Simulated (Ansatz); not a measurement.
System: spinel MgAl2O4. Method: rVV10 in Ansatz (plane waves, PAW).

Run with plane-wave cutoff 520 eV, 8×8×8 k mesh, Fermi–Dirac smearing 0.01 eV, scalar-relativistic PAW data made under PBE.

Shape and atoms are relaxed at each volume.

Pressure at four volumes; x = ln(V/9.755 Å³). One pressure is withheld.

| V (Å³/atom) | x | P (GPa) |
|---|---|---|
| 9.365 | -0.0408 | 8.05 |
| 9.755 | 0.0000 | 0.00 |
| 9.950 | 0.0198 | -3.45 |
| 10.145 | 0.0392 | ? |

Question: Pass a parabola P(x) through the three rows shown, estimate the bulk modulus and its pressure derivative near zero pressure, and predict the withheld pressure.

Answer: Slopes between the rows: (0.00 − (8.05))/(0.0000 − (-0.0408)) = -197.30 and (-3.45 − (0.00))/(0.0198 − (0.0000)) = -174.24 GPa. Their difference over the span 0.0606 is c = 23.06/0.0606 = 380.5 GPa, so P(x) = 8.05 + (-197.30)(x − (-0.0408)) + 380.5 (x − (-0.0408))(x − (0.0000)). At the middle row B = −dP/dx = −[-197.30 + 380.5 × 0.0408] = 181.8 GPa, and B′ = dB/dP = 2c/B = 4.2. At x = 0.0392 the parabola gives -6.54 GPa; the run gives -6.57 GPa. The Birch–Murnaghan fit to the energies at all volumes has B0 = 181 GPa and B′ = 4.1.

Measured, for comparison: bulk modulus 195 GPa (300 K, copied from a table, unchecked, not corrected to a static lattice; as tabulated in BurnMan's mineral tables). Computed (rounded) less measured: bulk modulus not scored (unchecked).

Note: the bulk modulus comes from volumes at which shape and atoms were relaxed.

Ansatz is an electronic-structure program.
